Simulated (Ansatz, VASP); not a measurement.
Given: the input of a run of VASP 6.6.1 on Al2Ru.

File INCAR:

```
  PREC = Accurate
  ENCUT = 520
  EDIFF = 1E-7
  ISMEAR = -1
  SIGMA = 0.05
  LREAL = False
  LASPH = True
  NELM = 80
  ALGO = Normal
  ISIF = 2
  LWAVE = False
  LCHARG = False
  GGA = PS
  NBANDS = 17
```

Contents of KPOINTS:

```
regular mesh
0
Gamma
  12 12 12
```

The input POSCAR:

```
Al2Ru
1.0
   -1.5910258921      1.5910258921      4.3046071133
    1.5910258921     -1.5910258921      4.3046071133
    1.5910258921      1.5910258921     -4.3046071133
Ru Al
1 2
Direct
    0.0000000000      0.0000000000      0.0000000000
    0.3407978100      0.3407978100      0.0000000000
    0.6592021900      0.6592021900      0.0000000000
```

Potentials or basis: VASP PAW PBE potentials, release 64 (Ru_pv, Al).

The run is started by

```console
$ cat potpaw_PBE.64/Ru_pv/POTCAR potpaw_PBE.64/Al/POTCAR > POTCAR
$ mpirun -np 1 vasp_std > vasp.out
```

**Question.** Set up the same calculation for Ansatz 0.2.0. Potentials there: Ansatz PAW.

**Answer.** As run (the cutoff follows the program's own potentials):

The input input.yaml:

```yaml
crystal:
  lattice:
    - [-1.5910258921, 1.5910258921, 4.3046071133]
    - [1.5910258921, -1.5910258921, 4.3046071133]
    - [1.5910258921, 1.5910258921, -4.3046071133]
  atoms:
    - { symbol: Ru, position: [0.0, 0.0, 0.0] }
    - { symbol: Al, position: [0.34079781, 0.34079781, 0.0] }
    - { symbol: Al, position: [0.65920219, 0.65920219, 0.0] }
hamiltonian:
  xc: pbesol
  pseudopotentials: { kind: paw }
kpoints:
  mp_grid: { grid: [12, 12, 12] }
scf:
  occupations: { method: fermi_dirac, width: 0.05 }
output:
  forces: true
  stress: true
  eigenvalues: true
```

Potentials or basis: Ansatz PAW.

Command:

```bash
$ ansatz run input.yaml --threads 1 --pin off --max-ram 3584MiB --backend cpu --events-out ev --progress --plain --runs-dir out
```

Both were run:

|  | VASP | Ansatz | Ansatz less VASP |
| --- | --- | --- | --- |
| gap on the k mesh at the Fermi level (eV) | none | none | - |
| pressure (GPa) | -9.7 | -9.7 | -0.04 |
| largest component of the traceless stress (GPa) | 0.69 | 0.70 | +0.011 |
| rms of the force components (eV/Å) | 0.104 | 0.104 | +0.0002 |

Atom by atom the forces differ by 0.000 eV/Å (rms over components). A gap of «none» marks a metal or a gap that the smearing closes. With one functional, cell and mesh, what is left measures potentials, basis and numerics. The two sets of potentials don't hold the same shells in valence.

Caveats: the PAW data sets were made with another functional, which shifts forces and pressure a little (VASP); the PAW data sets come from PBE, with cores solved anew for the run's functional, which leaves a small shift of forces and pressure (Ansatz).
